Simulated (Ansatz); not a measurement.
# CdS: pressure up to the limit of the methods

How does CdS answer strong compression? Methods of the runs shown: PAW. Its runs: volume scaled by 1 (PAW); volume scaled by 0.9 (PAW); volume scaled by 0.6 (PAW); volume scaled by 0.55 (PAW).

Method: DFT, r2SCAN, PAW with Ansatz's default frozen-core files, scalar-relativistic, in Ansatz 0.2.0.

### Step 1. The structure to begin with

The structure is cubic, space group Fm-3m (No. 225). Conventional cell: a = 5.506 Å, b = 5.506 Å, c = 5.506 Å, α = 90.00°, β = 90.00°, γ = 90.00°. Cd (site symmetry m-3m) is surrounded by 6 S at 2.75 Å. S (site symmetry m-3m) has 6 Cd at 2.75 Å as nearest neighbours.

Structure file:

```cif
data_structure
_symmetry_space_group_name_H-M 'Fm-3m'
_symmetry_Int_Tables_number 225
_cell_length_a 5.5065
_cell_length_b 5.5065
_cell_length_c 5.5065
_cell_angle_alpha 90.000
_cell_angle_beta 90.000
_cell_angle_gamma 90.000
_cell_volume 166.96
loop_
_atom_site_label
_atom_site_type_symbol
_atom_site_symmetry_multiplicity
_atom_site_Wyckoff_symbol
_atom_site_fract_x
_atom_site_fract_y
_atom_site_fract_z
_atom_site_occupancy
Cd1 Cd 4 a 0.00000 0.00000 0.00000 1
S1 S 4 b 0.50000 0.00000 0.00000 1
```

The file gives the conventional cell by its symmetry; the runs use the cell typed in the input.

Whether this phase is the stable one at these pressures isn't tested.

Atoms are numbered in the order of the input: Cd1, S2.

### Step 2. Volume scaled by 1, PAW

input.yaml

```yaml
crystal:
  lattice:
    - [0.0, 2.753244, 2.753244]
    - [2.753244, 0.0, 2.753244]
    - [2.753244, 2.753244, 0.0]
  atoms:
    - { symbol: Cd, position: [0.0, 0.0, 0.0] }
    - { symbol: S, position: [0.5, 0.5, 0.5] }
kpoints:
  mp_grid: { grid: [9, 9, 9] }
  band_path:
    path:
      - [0.0, 0.0, 0.0]
      - [0.5, 0.0, 0.5]
      - [0.625, 0.25, 0.625]
      - [0.375, 0.375, 0.75]
      - [0.0, 0.0, 0.0]
      - [0.5, 0.5, 0.5]
      - [0.5, 0.25, 0.75]
      - [0.5, 0.0, 0.5]
    npoints: 6
scf:
  occupations: { method: fermi_dirac, width: 0.03 }
hamiltonian:
  xc: r2scan
  pseudopotentials: { kind: paw }
output:
  forces: true
  stress: true
  eigenvalues: true
  efg: { contact_densities: true }
  populations: true
```

Launch:

```bash
ansatz run input.yaml --threads 1 --pin off --max-ram 2048MiB --backend cpu --events-out ev --progress --plain --runs-dir out
```

Output:

```text
Cd: output.efg is read without spin–orbit coupling, which moves field gradients at and beside such atoms by some per cent and up to a factor of two; PAW files take it under magnetization.noncollinear and magnetization.spin_orbit
Engine: ansatz 0.2.0
Pseudopotentials: kind: paw
Pseudopotential: Cd, paw, valence charge 20, recommended cutoff 500 eV (meta_gga)
Pseudopotential: S, paw, valence charge 6, recommended cutoff 500 eV (meta_gga)
Functional definition: r2SCAN
  parameter k0 = 0.174
  parameter k1 = 0.065
  parameter a1 = 4.9479
  exchange = r2scan_x(k0 = k0, k1 = k1, a1 = a1)
  correlation = r2scan_c
Crystal: 2 atoms, lattice volume = 41.741 Å³
Basis set: ecut = 500 eV, 1067 PW (Γ), exchange–correlation on 120×120×120 points (64 copies of the dense FFT grid, shifted against one another)
Bands: 17, of which v1, the nominal top of the filled ones, is band 13 counted from 1 (12 counted from 0)
Symmetry: 48 space group operations
Space group: Fm-3m (ITA 225), of the structure as read, at distance tolerance 3.5e-5 Å
k-points: 35 of 729
Non-local potential: Cd, projectors of the file, l = 0: 3, l = 1: 2, l = 2: 2, l = 3: 1
Non-local potential: S, projectors of the file, l = 0: 2, l = 1: 2, l = 2: 2
PAW form: soft (Blöchl's): semilocal exchange-correlation on the pseudo side does not see the compensation charge
PAW frozen core: Cd, regenerated for the run's functional (the file was generated under x = pbe(κ = 0.804, μ = 0.2195149727645171), c = pbe(β = 0.06672455060314922))
PAW frozen core: S, regenerated for the run's functional (the file was generated under x = pbe(κ = 0.804, μ = 0.2195149727645171), c = pbe(β = 0.06672455060314922))
PAW one-centre angular grid: Cd, 590 points (default); XC on 160 Gauss nodes
PAW one-centre angular grid: S, 302 points (default); XC on 160 Gauss nodes
Initial density: superposition of atomic densities (neutral atoms: chi_scale 0, normalization atom), corrected by the library's trained network
Initial wavefunctions: pseudopotential atomic-orbital guess
Functional: x = r2scan, c = r2scan; τ floored in thin density (d = 2e-4 eV/Å³)
SCF iter   1: F=—  HF=-9175.433140 eV  |F-HF|=—  |Δ(HF+E_count)|=         —  Δρ=7.46e-3  dr2=1.29e-2  dr2_τ=1.65e-2  ethr=1.77e-3  ⟨swp⟩=5.1  Hψ=2911  notcnv=0
preconditioner: auto → none  [insulator: Δε(μ)=0.888 eV  Ē_g=13.208 eV  σ=0.030 eV  W_gap=1.00  n_scr=14 (ndim 8)  ℏωp=24.4 eV  f_vac=0.007  D(μ)=0.00/eV (n_scr^D=0)  ε∞_Penn≈4.4]
SCF iter   2: F=—  HF=-9175.445201 eV  |F-HF|=—  |Δ(HF+E_count)|=   1.21e-2  Δρ=3.68e-3  dr2=2.42e-3  dr2_τ=5.14e-4  ethr=4.98e-5  ⟨swp⟩=2.9  Hψ=1442  notcnv=0
SCF iter   3: F=—  HF=-9175.446424 eV  |F-HF|=—  |Δ(HF+E_count)|=   1.22e-3  Δρ=8.46e-4  dr2=1.97e-4  dr2_τ=9.41e-6  ethr=9.32e-6  ⟨swp⟩=2.0  Hψ=922  notcnv=0
SCF iter   4: F=—  HF=-9175.446420 eV  |F-HF|=—  |Δ(HF+E_count)|=   3.69e-6  Δρ=1.42e-4  dr2=8.88e-6  dr2_τ=8.66e-7  ethr=7.57e-7  ⟨swp⟩=2.0  Hψ=1004  notcnv=0
SCF iter   5: F=—  HF=-9175.446426 eV  |F-HF|=—  |Δ(HF+E_count)|=   5.62e-6  Δρ=4.07e-5  dr2=3.85e-7  dr2_τ=3.12e-8  ethr=3.41e-8  ⟨swp⟩=2.0  Hψ=875  notcnv=0
SCF iter   6: F=-9175.446426 eV  HF=-9175.446426 eV  |F-HF|=2.74e-8  |Δ(HF+E_count)|=   4.14e-7  Δρ=1.43e-5  dr2=9.48e-8  dr2_τ=3.56e-9  ethr=3.85e-10  ⟨swp⟩=5.8  Hψ=2623  notcnv=0
SCF 1 converged in 6 iterations: F = -9175.446426 eV  dr2 = 9.48e-8
NSCF: frozen V_eff on 43 k-points
SCF converged after 6 iterations
Free energy (F): -9175.446426 eV
Harris-Foulkes:  -9175.446426 eV  (|F-HF|=2.74e-8)
Internal energy: -9175.446426 eV  (E = F + TS)
E sigma→0 (E₀):  -9175.446426 eV
Entropy (-TS):   -0.000000 eV (-0.000 meV/atom)
Fermi energy:    9.606425 eV
--- Per-component energies (eV) ---
  E_band       = -474.020906
  E_kinetic    = 611.490335
  E_local      = -3572.951868  (includes V_loc(G=0)·N_el)
  E_nonlocal   = 64.167797
  E_hartree    = 1654.832242
  E_xc         = -259.690406
  E_vxc        = -339.264371  (∫ρ·V_xc dr)
  E_paw        = -4716.932678  (= ΣΔE_a)
  E_vpaw       = -568.447924  (= ΣTr[D̂ρ^β])
  E_aug_tail   = 0.000007  (compensation charges beyond the density's cutoff)
  E_vtau       = 21.330318  (kinetic-family band-sum trace: ∫τ·v_τ [+ j·A + Jᵃ·Aᵃ] dr)
  E_ewald      = -2955.687317
  E_core_change = -0.674537  (= ΣΔE_core)
  E_smearing   = -0.000000  (= −TS)
  E_closure    = 0.000000  (closes the sum)
  Σ components = -9175.446426   (vs F -9175.446426, Δ=0.00e0)
--- Forces (eV/Å), atoms counted from 1 ---
  atom   1  Cd    -0.00000000     0.00000000     0.00000000
  atom   2  S      0.00000000    -0.00000000    -0.00000000
  max |Σ_I F_I| component: 4.80e-30 eV/Å
--- Stress (GPa, compression-positive) ---
       -2.235224       0.000000      -0.000000
       -0.000000      -2.235224      -0.000000
        0.000000       0.000000      -2.235224
  P = ⅓ Tr σ = -2.2352 GPa (-22.352 kbar)
--- PAW observables at the nuclei: V_zz in 10²¹ V/m², potentials from the cell's mean, atoms counted from 1 ---
  atom   1  Cd V_zz =    -0.000000   η = 0.0000   by run symmetry: forbidden
            electrostatic potential = -7706.255836 V   contact ρ = 1035194.747825 e/Å³
  atom   2  S  V_zz =    -0.000000   η = 0.0000   by run symmetry: forbidden
            electrostatic potential = -1635.916150 V   contact ρ = 19738.220172 e/Å³
--- Band table (eV; the first three rows and the last of 35) ---
  k-point 0: bands = ["-95.2226", "-55.3911", "-55.3911", "-55.3911", "-4.0012", "1.2778", "1.2778", "1.2778", "1.2833", "1.2833", "8.4073", "8.4073", "8.4073", "10.5874", "18.7954", "18.7954", "18.7954"]
  k-point 1: bands = ["-95.2226", "-55.3913", "-55.3911", "-55.3911", "-3.8974", "1.2456", "1.2456", "1.2675", "1.3000", "1.3000", "7.5085", "8.4830", "8.4830", "11.4907", "17.7928", "18.6266", "18.6266"]
  k-point 2: bands = ["-95.2226", "-55.3917", "-55.3912", "-55.3912", "-3.6126", "1.1549", "1.1549", "1.2312", "1.3548", "1.3548", "6.1582", "8.6819", "8.6819", "12.7352", "16.6396", "17.4652", "17.4652"]
  k-point 34: bands = ["-95.2226", "-55.3922", "-55.3920", "-55.3917", "-2.9960", "1.1426", "1.2546", "1.3121", "1.5149", "1.9505", "5.5913", "6.2162", "6.8531", "12.8393", "16.2930", "16.9472", "17.8960"]
--- Löwdin populations: 2 sites ---
  site symbol       q [e]
     0     Cd     18.6928
     1      S      7.1410
  spilling = 0.006392 (of n_electrons = 26.000000)
```

Run time: 5.7 s. Hardware: 1 thread of Arm Neoverse V2, shared host; peak memory 0.44 GiB.

This run gives: pressure -2.24 GPa; gap 0.75 eV, indirect from L to X.

At the corners of the path (eV, zero at the valence-band top):

```
point  band 10  band 11  band 12  band 13  band 14  band 15  band 16
    Γ    -7.84    -0.72    -0.72    -0.72     1.46     9.67     9.67
    X    -6.91    -4.14    -2.08    -2.08     0.75     6.44    10.54
    U    -7.20    -3.56    -3.39    -1.35     2.57     7.06     9.22
    K    -7.20    -3.56    -3.39    -1.35     2.57     7.06     9.22
    Γ    -7.84    -0.72    -0.72    -0.72     1.46     9.67     9.67
    L    -7.66    -4.77     0.00     0.00     4.06     6.45     6.45
    W    -7.10    -3.14    -3.14    -2.70     3.79     7.36     8.15
    X    -6.91    -4.14    -2.08    -2.08     0.75     6.44    10.54
```

### Step 3. Volume scaled by 0.9, PAW

input.yaml, as its differences from that of step 2:

```diff
@@ -2,5 +2,5 @@
   lattice:
-    - [0.0, 2.753244, 2.753244]
-    - [2.753244, 0.0, 2.753244]
-    - [2.753244, 2.753244, 0.0]
+    - [0.0, 2.6582278552, 2.6582278552]
+    - [2.6582278552, 0.0, 2.6582278552]
+    - [2.6582278552, 2.6582278552, 0.0]
   atoms:
```

Launch:

```bash
ansatz run input.yaml --threads 1 --pin off --max-ram 2048MiB --backend cpu --events-out ev --progress --plain --runs-dir out
```

Output:

```text
Cd: output.efg is read without spin–orbit coupling, which moves field gradients at and beside such atoms by some per cent and up to a factor of two; PAW files take it under magnetization.noncollinear and magnetization.spin_orbit
[... 10 set-up lines as earlier in the session ...]
Crystal: 2 atoms, lattice volume = 37.567 Å³
Basis set: ecut = 500 eV, 941 PW (Γ), exchange–correlation on 120×120×120 points (64 copies of the dense FFT grid, shifted against one another)
Bands: 17, of which v1, the nominal top of the filled ones, is band 13 counted from 1 (12 counted from 0)
[... 1 set-up line as earlier in the session ...]
Space group: Fm-3m (ITA 225), of the structure as read, at distance tolerance 3.3e-5 Å
k-points: 35 of 729
[... 10 set-up lines as earlier in the session ...]
SCF iter   1: F=—  HF=-9175.370395 eV  |F-HF|=—  |Δ(HF+E_count)|=         —  Δρ=7.83e-3  dr2=1.26e-2  dr2_τ=1.81e-2  ethr=1.77e-3  ⟨swp⟩=5.3  Hψ=2894  notcnv=0
preconditioner: auto → none  [insulator: Δε(μ)=0.868 eV  Ē_g=13.733 eV  σ=0.030 eV  W_gap=1.00  n_scr=14 (ndim 8)  ℏωp=25.7 eV  f_vac=0.001  D(μ)=0.00/eV (n_scr^D=0)  ε∞_Penn≈4.5]
SCF iter   2: F=—  HF=-9175.388813 eV  |F-HF|=—  |Δ(HF+E_count)|=   1.84e-2  Δρ=3.95e-3  dr2=2.55e-3  dr2_τ=4.97e-4  ethr=4.83e-5  ⟨swp⟩=2.3  Hψ=1363  notcnv=0
SCF iter   3: F=—  HF=-9175.390169 eV  |F-HF|=—  |Δ(HF+E_count)|=   1.36e-3  Δρ=1.22e-3  dr2=4.67e-4  dr2_τ=1.64e-5  ethr=9.82e-6  ⟨swp⟩=2.3  Hψ=1018  notcnv=0
SCF iter   4: F=—  HF=-9175.390054 eV  |F-HF|=—  |Δ(HF+E_count)|=   1.15e-4  Δρ=1.67e-4  dr2=6.79e-6  dr2_τ=1.93e-6  ethr=1.79e-6  ⟨swp⟩=2.1  Hψ=897  notcnv=0
SCF iter   5: F=—  HF=-9175.390059 eV  |F-HF|=—  |Δ(HF+E_count)|=   4.11e-6  Δρ=3.36e-5  dr2=2.23e-7  dr2_τ=3.85e-8  ethr=2.61e-8  ⟨swp⟩=2.0  Hψ=900  notcnv=0
SCF iter   6: F=-9175.390059 eV  HF=-9175.390059 eV  |F-HF|=8.93e-10  |Δ(HF+E_count)|=   3.20e-7  Δρ=3.49e-6  dr2=2.10e-9  dr2_τ=8.97e-10  ethr=3.85e-10  ⟨swp⟩=5.0  Hψ=2616  notcnv=0
SCF 1 converged in 6 iterations: F = -9175.390059 eV  dr2 = 2.10e-9
NSCF: frozen V_eff on 43 k-points
SCF converged after 6 iterations
Free energy (F): -9175.390059 eV
Harris-Foulkes:  -9175.390059 eV  (|F-HF|=8.93e-10)
Internal energy: -9175.390059 eV  (E = F + TS)
E sigma→0 (E₀):  -9175.390059 eV
Entropy (-TS):   -0.000000 eV (-0.000 meV/atom)
Fermi energy:    11.425656 eV
--- Per-component energies (eV) ---
  E_band       = -433.447878
  E_kinetic    = 614.827887
  E_local      = -3404.374543  (includes V_loc(G=0)·N_el)
  E_nonlocal   = 64.213747
  E_hartree    = 1590.012120
  E_xc         = -261.298737
  E_vxc        = -341.467021  (∫ρ·V_xc dr)
  E_paw        = -4716.760099  (= ΣΔE_a)
  E_vpaw       = -568.016718  (= ΣTr[D̂ρ^β])
  E_aug_tail   = 0.000007  (compensation charges beyond the density's cutoff)
  E_vtau       = 21.344173  (kinetic-family band-sum trace: ∫τ·v_τ [+ j·A + Jᵃ·Aᵃ] dr)
  E_ewald      = -3061.335903
  E_core_change = -0.674537  (= ΣΔE_core)
  E_smearing   = -0.000000  (= −TS)
  E_closure    = -0.000000  (closes the sum)
  Σ components = -9175.390059   (vs F -9175.390059, Δ=0.00e0)
--- Forces (eV/Å), atoms counted from 1 ---
  atom   1  Cd    -0.00000000    -0.00000000    -0.00000000
  atom   2  S      0.00000000    -0.00000000    -0.00000000
  max |Σ_I F_I| component: 5.19e-30 eV/Å
--- Stress (GPa, compression-positive) ---
        7.496355       0.000000      -0.000000
       -0.000000       7.496355       0.000000
       -0.000000      -0.000000       7.496355
  P = ⅓ Tr σ = 7.4964 GPa (74.964 kbar)
--- PAW observables at the nuclei: V_zz in 10²¹ V/m², potentials from the cell's mean, atoms counted from 1 ---
  atom   1  Cd V_zz =    -0.000000   η = 0.0000   by run symmetry: forbidden
            electrostatic potential = -7708.116599 V   contact ρ = 1035199.109337 e/Å³
  atom   2  S  V_zz =    -0.000000   η = 0.0000   by run symmetry: forbidden
            electrostatic potential = -1637.793232 V   contact ρ = 19737.420557 e/Å³
--- Band table (eV; the first three rows and the last of 35) ---
  k-point 0: bands = ["-93.5504", "-53.7218", "-53.7218", "-53.7218", "-2.9767", "2.8655", "2.8655", "2.8655", "2.8663", "2.8663", "9.9765", "9.9765", "9.9765", "12.9553", "20.6352", "20.6352", "20.6352"]
  k-point 1: bands = ["-93.5504", "-53.7221", "-53.7219", "-53.7219", "-2.8510", "2.8137", "2.8137", "2.8484", "2.8948", "2.8948", "9.0789", "10.0811", "10.0811", "13.8407", "19.6136", "20.5148", "20.5148"]
  k-point 2: bands = ["-93.5504", "-53.7229", "-53.7220", "-53.7220", "-2.5026", "2.6859", "2.6859", "2.7873", "2.9697", "2.9697", "7.6231", "10.3539", "10.3539", "15.0413", "18.6058", "19.3905", "19.3905"]
  k-point 34: bands = ["-93.5503", "-53.7238", "-53.7234", "-53.7228", "-1.7331", "2.6553", "2.8128", "2.8858", "3.1888", "3.7581", "6.8681", "7.4992", "8.2921", "14.9961", "18.2968", "18.8072", "19.9826"]
--- Löwdin populations: 2 sites ---
  site symbol       q [e]
     0     Cd     18.6743
     1      S      7.1533
  spilling = 0.006628 (of n_electrons = 26.000000)
```

Wall time 5.5 s (1 thread of Arm Neoverse V2, shared host); peak memory 0.43 GiB.

Read from it: pressure 7.50 GPa; gap 0.74 eV, indirect from L to X.

### Step 4. Volume scaled by 0.6, PAW

input.yaml, as its differences from that of step 3:

```diff
@@ -2,5 +2,5 @@
   lattice:
-    - [0.0, 2.6582278552, 2.6582278552]
-    - [2.6582278552, 0.0, 2.6582278552]
-    - [2.6582278552, 2.6582278552, 0.0]
+    - [0.0, 2.3221759252, 2.3221759252]
+    - [2.3221759252, 0.0, 2.3221759252]
+    - [2.3221759252, 2.3221759252, 0.0]
   atoms:
```

Launch:

```bash
ansatz run input.yaml --threads 1 --pin off --max-ram 2048MiB --backend cpu --events-out ev --progress --plain --runs-dir out
```

Output:

```text
Cd: output.efg is read without spin–orbit coupling, which moves field gradients at and beside such atoms by some per cent and up to a factor of two; PAW files take it under magnetization.noncollinear and magnetization.spin_orbit
[... 10 set-up lines as earlier in the session ...]
Crystal: 2 atoms, lattice volume = 25.045 Å³
Basis set: ecut = 500 eV, 609 PW (Γ), exchange–correlation on 96×96×96 points (64 copies of the dense FFT grid, shifted against one another)
Bands: 17, of which v1, the nominal top of the filled ones, is band 13 counted from 1 (12 counted from 0)
[... 1 set-up line as earlier in the session ...]
Space group: Fm-3m (ITA 225), of the structure as read, at distance tolerance 2.9e-5 Å
k-points: 35 of 729
[... 10 set-up lines as earlier in the session ...]
SCF iter   1: F=—  HF=-9171.675604 eV  |F-HF|=—  |Δ(HF+E_count)|=         —  Δρ=8.35e-3  dr2=7.85e-3  dr2_τ=5.32e-2  ethr=1.77e-3  ⟨swp⟩=5.3  Hψ=3014  notcnv=0
preconditioner: auto → none  [insulator: Δε(μ)=0.297 eV  Ē_g=16.234 eV  σ=0.030 eV  W_gap=0.98  n_scr=14 (ndim 8)  ℏωp=31.5 eV  f_vac=0.000  D(μ)=0.02/eV (n_scr^D=0)  ε∞_Penn≈4.8]
SCF iter   2: F=—  HF=-9171.759635 eV  |F-HF|=—  |Δ(HF+E_count)|=   8.40e-2  Δρ=5.31e-3  dr2=3.51e-3  dr2_τ=3.36e-4  ethr=3.02e-5  ⟨swp⟩=2.3  Hψ=1346  notcnv=0
SCF iter   3: F=—  HF=-9171.762941 eV  |F-HF|=—  |Δ(HF+E_count)|=   3.31e-3  Δρ=2.97e-3  dr2=2.37e-3  dr2_τ=9.13e-5  ethr=1.35e-5  ⟨swp⟩=2.0  Hψ=1190  notcnv=0
SCF iter   4: F=—  HF=-9171.762701 eV  |F-HF|=—  |Δ(HF+E_count)|=   2.40e-4  Δρ=1.47e-3  dr2=5.62e-4  dr2_τ=8.84e-6  ethr=9.13e-6  ⟨swp⟩=1.7  Hψ=665  notcnv=0
SCF iter   5: F=—  HF=-9171.762636 eV  |F-HF|=—  |Δ(HF+E_count)|=   6.50e-5  Δρ=2.59e-4  dr2=1.48e-5  dr2_τ=4.99e-7  ethr=2.16e-6  ⟨swp⟩=2.0  Hψ=874  notcnv=0
SCF iter   6: F=—  HF=-9171.762629 eV  |F-HF|=—  |Δ(HF+E_count)|=   7.12e-6  Δρ=7.35e-5  dr2=1.48e-6  dr2_τ=3.82e-8  ethr=5.71e-8  ⟨swp⟩=2.1  Hψ=915  notcnv=0
SCF iter   7: F=-9171.762629 eV  HF=-9171.762629 eV  |F-HF|=7.32e-9  |Δ(HF+E_count)|=   1.79e-7  Δρ=1.15e-5  dr2=3.49e-8  dr2_τ=7.83e-10  ethr=3.85e-10  ⟨swp⟩=3.2  Hψ=2380  notcnv=0
SCF 1 converged in 7 iterations: F = -9171.762629 eV  dr2 = 3.49e-8
NSCF: frozen V_eff on 43 k-points
SCF converged after 7 iterations
Free energy (F): -9171.762629 eV
Harris-Foulkes:  -9171.762629 eV  (|F-HF|=7.32e-9)
Internal energy: -9171.762603 eV  (E = F + TS)
E sigma→0 (E₀):  -9171.762616 eV
Entropy (-TS):   -0.000026 eV (-0.013 meV/atom)
Fermi energy:    20.700630 eV
--- Per-component energies (eV) ---
  E_band       = -242.388422
  E_kinetic    = 635.494737
  E_local      = -2717.947575  (includes V_loc(G=0)·N_el)
  E_nonlocal   = 65.246831
  E_hartree    = 1336.202759
  E_xc         = -269.561449
  E_vxc        = -353.375338  (∫ρ·V_xc dr)
  E_paw        = -4716.168565  (= ΣΔE_a)
  E_vpaw       = -566.055431  (= ΣTr[D̂ρ^β])
  E_aug_tail   = 0.000006  (compensation charges beyond the density's cutoff)
  E_vtau       = 21.843681  (kinetic-family band-sum trace: ∫τ·v_τ [+ j·A + Jᵃ·Aᵃ] dr)
  E_ewald      = -3504.354809
  E_core_change = -0.674537  (= ΣΔE_core)
  E_smearing   = -0.000026  (= −TS)
  E_closure    = -0.000000  (closes the sum)
  Σ components = -9171.762629   (vs F -9171.762629, Δ=0.00e0)
--- Forces (eV/Å), atoms counted from 1 ---
  atom   1  Cd    -0.00000000     0.00000000    -0.00000000
  atom   2  S      0.00000000    -0.00000000    -0.00000000
  max |Σ_I F_I| component: 4.47e-30 eV/Å
--- Stress (GPa, compression-positive) ---
      118.901526      -0.000000      -0.000000
       -0.000000     118.901526      -0.000000
        0.000000       0.000000     118.901526
  P = ⅓ Tr σ = 118.9015 GPa (1189.015 kbar)
--- PAW observables at the nuclei: V_zz in 10²¹ V/m², potentials from the cell's mean, atoms counted from 1 ---
  atom   1  Cd V_zz =    -0.000000   η = 0.0000   by run symmetry: forbidden
            electrostatic potential = -7717.001698 V   contact ρ = 1035234.762129 e/Å³
  atom   2  S  V_zz =    +0.000000   η = 0.0000   by run symmetry: forbidden
            electrostatic potential = -1647.335177 V   contact ρ = 19735.275619 e/Å³
--- Band table (eV; the first three rows and the last of 35) ---
  k-point 0: bands = ["-85.8353", "-46.0332", "-46.0332", "-46.0332", "1.8886", "9.9881", "9.9881", "9.9928", "9.9928", "9.9928", "17.8829", "17.8829", "17.8829", "25.2744", "29.7947", "29.7947", "29.7947"]
  k-point 1: bands = ["-85.8352", "-46.0360", "-46.0336", "-46.0336", "2.1151", "9.8348", "9.8348", "9.9157", "10.0762", "10.0762", "16.9921", "18.1751", "18.1751", "26.0446", "28.4302", "29.6787", "29.6787"]
  k-point 2: bands = ["-85.8348", "-46.0432", "-46.0347", "-46.0347", "2.7644", "9.4803", "9.4803", "9.6475", "10.2962", "10.2962", "15.2717", "18.9135", "18.9135", "25.5402", "28.6247", "28.6247", "29.2455"]
  k-point 34: bands = ["-85.8335", "-46.0503", "-46.0475", "-46.0421", "4.2563", "9.2911", "9.5860", "9.7043", "10.9443", "12.2014", "13.9895", "14.2984", "15.7354", "25.6100", "27.6616", "27.8191", "30.0398"]
--- Löwdin populations: 2 sites ---
  site symbol       q [e]
     0     Cd     18.6065
     1      S      7.1594
  spilling = 0.009004 (of n_electrons = 26.000000)
```

Wall time 4.2 s (1 thread of Arm Neoverse V2, shared host); peak memory 0.38 GiB.

Read from it: pressure 118.90 GPa; gap 0.16 eV, indirect from L to X.

(Part 1 of 2 ends here.)
